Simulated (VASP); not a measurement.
Wanted: the native input for a VASP 6.6.1 run.

```yaml
Task: single point
Functional: LDA
Potentials_or_basis: VASP PAW LDA potentials, release 64 (Ni, O)
Cutoff: 520 eV
k_mesh: 8 × 8 × 8
Occupations: gaussian, width 0.05 eV
Spin: collinear spin, random start
Starting_moments: "[-0.41, 0.0] μB"
Further_INCAR_settings: ALGO = Fast; EDIFF = 1e-06
```

The structure of NiO lies in POSCAR:

```
NiO
1.0
    0.0000000000      2.0913095100      2.0913095100
    2.0913095100      0.0000000000      2.0913095100
    2.0913095100      2.0913095100      0.0000000000
Ni O
1 1
Direct
    0.0000000000      0.0000000000      0.0000000000
    0.5000000000      0.5000000000      0.5000000000
```

One way to write it, as run:

INCAR

```
SYSTEM = NiO
ALGO = Fast
EDIFF = 1E-6
ENCUT = 520
GGA = CA
ISIF = 2
ISMEAR = 0
ISPIN = 2
LASPH = .True.
LCHARG = .False.
LMAXMIX = 4
LORBIT = 11
LREAL = .False.
LWAVE = .False.
MAGMOM = -0.41 0
NELM = 100
PREC = Accurate
SIGMA = 0.05
```

KPOINTS

```
k-points
0
Gamma
  8 8 8
  0 0 0
```

Potentials or basis: VASP PAW LDA potentials, release 64 (Ni, O).

The run is started by

```console
$ cat potpaw_LDA.64/Ni/POTCAR potpaw_LDA.64/O/POTCAR > POTCAR
$ mpirun -np 1 vasp_std > vasp.out
```

Results of the run:

```
Pressure                                              : -20.0 GPa
Band gap on the k mesh                                : none (metal or under the smearing width)
Net moment                                            : -0.73 μB per cell
Site moments                                          : Ni -0.60; O -0.11 μB
Valence electrons inside the program's atomic spheres : Ni 9.07; O 4.90
```

Caveat: so large a pressure means that the cell lies far from this level's equilibrium, or that cutoff or potentials fall short; a cell with one magnetic atom can't hold antiferromagnetic order, which such compounds often take; semilocal functionals often make such compounds metallic where correlation or magnetic order opens a gap, which also shifts bond lengths.

Run time: 9.4 s on 1 thread of Intel(R) Xeon(R) Platinum 8488C (Sapphire Rapids), with other jobs on the host, peak memory 0.13 GiB.
